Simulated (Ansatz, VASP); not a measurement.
## One calculation of KI, two programs

Contents of INCAR:

```
SYSTEM = KI
PREC     = Accurate       ! precision mode
ENCUT    = 520            ! plane-wave cutoff, eV
EDIFF    = 1E-7           ! SCF threshold, eV
ISMEAR   = 0              ! smearing method
SIGMA    = 0.05           ! smearing width, eV
LREAL    = .FALSE.        ! projectors in reciprocal space
LASPH    = .TRUE.         ! aspherical terms in the spheres
NELM     = 80             ! most SCF steps
ALGO     = Normal         ! electronic algorithm
ISIF     = 2              ! what is computed and relaxed
LWAVE    = .FALSE.        ! write WAVECAR
LCHARG   = .FALSE.        ! write CHGCAR
NBANDS   = 15             ! bands
```

Contents of KPOINTS:

```
Automatic mesh
0
G
  6 6 6
  0 0 0
```

Contents of POSCAR:

```
KI
1.0
    0.0000000000      3.5473682228      3.4109309835
    3.5473682228      0.0000000000      3.4109309835
    3.5473682228      3.5473682228      0.0000000000
K I
1 1
Direct
   -0.0289656989     -0.0289656989      0.0289656989
    0.5089241111      0.5089241111      0.4910758889
```

Input for Ansatz:

```yaml
crystal:
  lattice:
    - [0.0, 3.5473682228, 3.4109309835]
    - [3.5473682228, 0.0, 3.4109309835]
    - [3.5473682228, 3.5473682228, 0.0]
  atoms:
    - { symbol: K, position: [-0.0289656989, -0.0289656989, 0.0289656989] }
    - { symbol: I, position: [0.5089241111, 0.5089241111, 0.4910758889] }
basis:
  ecutwfc: 420
kpoints:
  mp_grid: { grid: [6, 6, 6] }
hamiltonian:
  xc: lda
  pseudopotentials: { kind: paw }
scf:
  occupations: { method: gaussian, width: 0.05 }
output:
  forces: true
  stress: true
  eigenvalues: true
```

Change from the starting cell: mode 6 frozen in at -0.198 Å, equal normal strain along x and y +0.0400.

Alike in both runs: task single point; functional LDA; k mesh 6 × 6 × 6; occupations gaussian, width 0.05 eV; no spin polarisation.

|  | VASP | Ansatz |
| --- | --- | --- |
| version | VASP 6.6.1 | Ansatz 0.2.0 |
| potentials or method | VASP PAW LDA potentials, release 64 (K_sv, I) | scalar-relativistic, plane waves, PAW |
| plane-wave cutoff (eV) | 520 | 420 |
| valence electrons in the cell | 16 | 26 |

Ansatz gave:

| Item | Value |
| --- | --- |
| gap on the k mesh at the Fermi level (eV) | 3.66 |
| least direct gap on the mesh (eV) | 3.66 |
| pressure (GPa) | -0.6 |
| largest component of the traceless stress (GPa) | 1.57 |
| rms of the force components (eV/Å) | 0.269 |

Question: What did VASP give for the same quantities?

Answer: gap on the k mesh at the Fermi level (eV): 3.67; least direct gap on the mesh (eV): 3.67; pressure (GPa): -0.5; largest component of the traceless stress (GPa): 1.60; rms of the force components (eV/Å): 0.274.

Atom by atom the forces differ by 0.005 eV/Å (rms over components). The two sets of potentials don't hold the same shells in valence.

Caveats: spin-orbit coupling is left out, which moves the levels of the heavy elements.
